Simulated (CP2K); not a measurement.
Write the native input for CP2K 2026.2 that does the following.

```yaml
Task: band structure
Functional: r2SCAN
Potentials_or_basis: GTH_SOC_POTENTIALS Zr GTH-PBE-q12, O GTH-PBE-q6; DZVP-MOLOPT-SR-GTH basis
Density_cutoff: 12245 eV
k_mesh: 9 × 9 × 9
Occupations: fermi-dirac, width 0.05 eV
Spin: spin-orbit coupling, no magnetisation
SCF_solver: diagonalisation with k points
Quickstep_method: GPW
EPS_DEFAULT: 1.0E-9
EPS_SCF: 1.0E-6
MAX_SCF: 100
SCF_GUESS: ATOMIC
Mesh_centred_on_Gamma: yes
CHOLESKY: OFF
EPS_EIGVAL: 1.0E-7
MIXING_METHOD: BROYDEN_MIXING
MIXING_ALPHA: 0.4
NBUFFER: 8
NGRIDS: 4
Basis_sets: Zr DZVP-MOLOPT-SR-GTH-q12, O DZVP-MOLOPT-SR-GTH-q6
Potentials: Zr GTH-PBE-q12 of GTH_SOC_POTENTIALS, O GTH-PBE-q6 of GTH_SOC_POTENTIALS
ADDED_MOS: "[15]"
Points_a_segment_of_the_path_NPOINTS: 8
Bands_added_on_the_path: 6
REL_CUTOFF_Ry: 60 Ry
MIXING_BETA_1/bohr: 1.5 1/bohr
Soc_after_scf: yes
CUTOFF_of_the_grids: 900 Ry
```

Crystal: ZrO2.

```
CELL_PARAMETERS angstrom
3.59928 0.00000 0.00000
1.79964 3.11706 0.00000
1.79964 1.03902 2.93880
ATOMIC_POSITIONS crystal
Zr 0.00000 0.00000 0.00000
O 0.75000 0.75000 0.75000
O 0.25000 0.25000 0.25000
```

Measurements of this composition are mostly on another form, of space group No. 14.

These files were run (other wordings do the same):

zro2_bands.inp

```
&GLOBAL
  PROJECT zro2_bands
  RUN_TYPE ENERGY_FORCE
  PRINT_LEVEL LOW
&END GLOBAL
&FORCE_EVAL
  METHOD QS
  STRESS_TENSOR ANALYTICAL
  &DFT
    BASIS_SET_FILE_NAME BASIS_MOLOPT
    POTENTIAL_FILE_NAME GTH_SOC_POTENTIALS
    &MGRID
      CUTOFF 900
      REL_CUTOFF 60
      NGRIDS 4
    &END MGRID
    &QS
      METHOD GPW
      EPS_DEFAULT 1.0E-9
    &END QS
    &KPOINTS
      SCHEME MONKHORST-PACK 9 9 9
      GAMMA_CENTERED T
    &END KPOINTS
    &SCF
      SCF_GUESS ATOMIC
      EPS_SCF 1.0E-6
      MAX_SCF 100
      ADDED_MOS 15
      CHOLESKY OFF
      EPS_EIGVAL 1.0E-7
      &DIAGONALIZATION ON
        ALGORITHM STANDARD
      &END DIAGONALIZATION
      &MIXING ON
        METHOD BROYDEN_MIXING
        ALPHA 0.4
        BETA 1.5
        NBUFFER 8
      &END MIXING
      &SMEAR ON
        METHOD FERMI_DIRAC
        ELECTRONIC_TEMPERATURE [K] 580.226
      &END SMEAR
    &END SCF
    &XC
      &XC_FUNCTIONAL
        &MGGA_X_R2SCAN
        &END MGGA_X_R2SCAN
        &MGGA_C_R2SCAN
        &END MGGA_C_R2SCAN
      &END XC_FUNCTIONAL
    &END XC
    &PRINT
      &KPOINTS ON
      &END KPOINTS
      &MULLIKEN ON
      &END MULLIKEN
      &MO ON
        ENERGIES T
        OCCUPATION_NUMBERS T
        &EACH
          QS_SCF 0
        &END EACH
        ADD_LAST NUMERIC
      &END MO
    &END PRINT
  &END DFT
  &PROPERTIES
    &BANDSTRUCTURE ON
      &BANDSTRUCTURE_PATH
        NPOINTS 8
        SPECIAL_POINT GAMMA 0.00000000 0.00000000 0.00000000
        SPECIAL_POINT X 0.50000000 0.00000000 0.50000000
        SPECIAL_POINT W 0.50000000 0.25000000 0.75000000
        SPECIAL_POINT K 0.37500000 0.37500000 0.75000000
        SPECIAL_POINT GAMMA 0.00000000 0.00000000 0.00000000
        SPECIAL_POINT L 0.50000000 0.50000000 0.50000000
        SPECIAL_POINT U 0.62500000 0.25000000 0.62500000
        SPECIAL_POINT W 0.50000000 0.25000000 0.75000000
        SPECIAL_POINT L 0.50000000 0.50000000 0.50000000
        SPECIAL_POINT K 0.37500000 0.37500000 0.75000000
      &END BANDSTRUCTURE_PATH
      &SOC ON
      &END SOC
    &END BANDSTRUCTURE
  &END PROPERTIES
  &SUBSYS
    &CELL
      A 3.5992763378 0.0000000000 0.0000000000
      B 1.7996381689 3.1170647437 0.0000000000
      C 1.7996381689 1.0390215812 2.9387968236
      PERIODIC XYZ
    &END CELL
    &COORD
      SCALED
      Zr  0.0000000000 0.0000000000 0.0000000000
      O   0.7500000000 0.7500000000 0.7500000000
      O   0.2500000000 0.2500000000 0.2500000000
    &END COORD
    &KIND Zr
      BASIS_SET DZVP-MOLOPT-SR-GTH-q12
      POTENTIAL GTH-PBE-q12
    &END KIND
    &KIND O
      BASIS_SET DZVP-MOLOPT-SR-GTH-q6
      POTENTIAL GTH-PBE-q6
    &END KIND
    &PRINT
      &ATOMIC_COORDINATES ON
      &END ATOMIC_COORDINATES
      &CELL ON
      &END CELL
    &END PRINT
  &END SUBSYS
  &PRINT
    &FORCES ON
    &END FORCES
    &STRESS_TENSOR ON
    &END STRESS_TENSOR
  &END PRINT
&END FORCE_EVAL
```

Potentials or basis: GTH_SOC_POTENTIALS Zr GTH-PBE-q12, O GTH-PBE-q6; DZVP-MOLOPT-SR-GTH basis.

The run is started by

```sh
$ OMP_NUM_THREADS=1 cp2k.psmp -i zro2_bands.inp -o zro2_bands.out
```

It gave:

The pressure is 0.1 GPa and the band gap along the path is 3.84 eV, indirect (least direct gap 4.32 eV). The mulliken charges are Zr +1.60; O -0.80 e.

Caveat: Mulliken charges move with the basis; the potentials were made for another functional, which shifts forces and pressure; the basis of atomic orbitals isn't converged, which shifts pressures, moduli and gaps.

Run time: 4.1 min on 1 thread of Arm Neoverse V2, on a shared host, peak memory 0.78 GiB.
